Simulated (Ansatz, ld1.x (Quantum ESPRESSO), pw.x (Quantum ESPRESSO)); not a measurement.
From atom to crystal: TM potential for boron

```
Element                 : B
Generator               : ld1.x (Quantum ESPRESSO) 7.5
Type                    : norm-conserving Troullier–Martins (Kleinman–Bylander form)
Functional              : PBE
Relativity              : scalar-relativistic
Frozen core             : [He]
Valence charge          : 3
Reference configuration : 2s2 2p1
Partial waves           : 2s (bound): rc 1.55 bohr; 2p (bound): rc 3.65 bohr; 3d channel at -0.1 Ry: rc 3.90 bohr
Local potential         : the d channel
Core correction         : a·sin(br)/r model core inside 1.35 bohr
```

Atomic tests: cutoffs needed: 18 Ry and 50 Ry (the cutoffs (Ry, on a coarse ladder) from which the occupation-weighted sum of valence levels, in a spherical-Bessel basis at the reference potential, stays within 10 and 1 mRy of its value at 400 Ry); ghost test: no extra level below or beside the all-electron valence levels (s, p, d, f tested) (spherical-Bessel basis up to 400 Ry, 20 bohr box); configuration tests: 2 of 7 tests not solved or not reliable.

Crystal test: fcc B in pw.x 7.5, no spin, 18³ k-points, Fermi–Dirac smearing 0.01 Ry, cutoffs 60/240 Ry. The reference is all-electron LAPW (Ansatz 0.2.0) with the same functional, mesh and smearing; V0 and B0 come from Birch–Murnaghan fits to the pressures at five volumes. Errors are pseudo minus all-electron; Δ is the rms difference of the E(V) curves that follow from these fits, minima aligned, over ±6 % about the mean V0. Mesh and smearing are coarse, so the numbers serve the comparison and aren't converged zero-temperature values; the lattice is a test structure that the element need not adopt.

All-electron: a0 = 2.867 Å (V0 = 5.89 Å³/atom), B0 = 270.8 GPa.

Question: How far does the potential miss the all-electron equation of state?

Answer: converged, but broken (pressure over 100 GPa off). The pressure does not cross zero within the volumes sampled, so no fit is given. The largest radius (3.90 bohr) exceeds half the bond length (1.92 bohr), so the spheres overlap, which is one possible source of error among others. The pseudo pressure rises with volume over the whole range, a mechanical instability. Atomic configuration tests: 2 of 7 tests not solved or not reliable. A pressure error of this size marks a broken potential; the numbers have no physical meaning.

```
V (Å³/atom)  P all-electron (GPa)  P pseudo (GPa)
      5.603                 14.83         -134.78
      5.751                  6.76         -132.03
      5.898                 -0.40         -129.11
      6.045                 -6.74         -126.07
      6.193                -12.37         -122.95
```

Question: At the middle volume, how do free energy and pressure move when the wave cutoff is lowered (ecutrho kept at four times it)?

Answer:

| cutoff (Ry) | shift of F (meV/atom) | shift of P (GPa) |
| --- | --- | --- |
| 27 | +22.3 | +0.39 |
| 36 | +19.5 | +0.04 |
| 48 | +6.3 | -0.48 |

Input at the middle volume:

```
&control
  calculation='scf', prefix='x', pseudo_dir='./', outdir='./tmp', tstress=.true., disk_io='none'
/
&system
  ibrav=0, nat=1, ntyp=1, ecutwfc=60, ecutrho=240, nbnd=8,
  occupations='smearing', smearing='fd', degauss=0.01
/
&electrons
  conv_thr=1e-09, mixing_beta=0.4, electron_maxstep=70
/
ATOMIC_SPECIES
B 1.0 B.UPF
CELL_PARAMETERS angstrom
  0.00000000 1.43403007 1.43403007
  1.43403007 0.00000000 1.43403007
  1.43403007 1.43403007 0.00000000
ATOMIC_POSITIONS crystal
B 0.0000 0.0000 0.0000
K_POINTS automatic
18 18 18 0 0 0
```

```bash
pw.x < B.scf.in > B.scf.out
```

Lines of the output:

```
Message from routine setup:
     using ibrav=0 with symmetry is DISCOURAGED, use correct ibrav instead
     lattice parameter (alat)  =       3.8324  a.u.
     unit-cell volume          =      39.8017 (a.u.)^3
     number of electrons       =         3.00
     number of Kohn-Sham states=            8
     kinetic-energy cutoff     =      60.0000  Ry
     charge density cutoff     =     240.0000  Ry
     scf convergence threshold =      1.0E-09
     Exchange-correlation= PBE
     number of k points=   195  Fermi-Dirac smearing, width (Ry)=  0.0100
     iteration #  1     ecut=    60.00 Ry     beta= 0.40
     total energy              =      -5.63250840 Ry
     estimated scf accuracy    <       0.00838055 Ry
     iteration #  2     ecut=    60.00 Ry     beta= 0.40
     total energy              =      -5.63285753 Ry
     estimated scf accuracy    <       0.00293418 Ry
     iteration #  3     ecut=    60.00 Ry     beta= 0.40
     total energy              =      -5.63293775 Ry
     estimated scf accuracy    <       0.00000319 Ry
     iteration #  4     ecut=    60.00 Ry     beta= 0.40
     total energy              =      -5.63293938 Ry
     estimated scf accuracy    <       0.00000060 Ry
     iteration #  5     ecut=    60.00 Ry     beta= 0.40
     total energy              =      -5.63293948 Ry
     estimated scf accuracy    <       0.00000001 Ry
     iteration #  6     ecut=    60.00 Ry     beta= 0.40
     total energy              =      -5.63293948 Ry
     estimated scf accuracy    <          2.3E-09 Ry
     iteration #  7     ecut=    60.00 Ry     beta= 0.40
     the Fermi energy is    13.9927 ev
!    total energy              =      -5.63293949 Ry
     estimated scf accuracy    <          3.2E-11 Ry
     smearing contrib. (-TS)   =      -0.00087218 Ry
     The total energy is F=E-TS. E is the sum of the following terms:
     one-electron contribution =       4.18131863 Ry
     hartree contribution      =       0.01140713 Ry
     xc contribution           =      -2.21134018 Ry
     ewald contribution        =      -7.61345288 Ry
     convergence has been achieved in   7 iterations
          total   stress  (Ry/bohr**3)                   (kbar)     P=    -1291.14
     Message from routine punch:
     Nothing written, as per user request (disk_io='none')
```

The run at the middle volume (195 k-points, 7 iterations) took about 2.9 s on one core of a shared host (Neoverse-V2, 96 threads, 742 GiB, load 37).
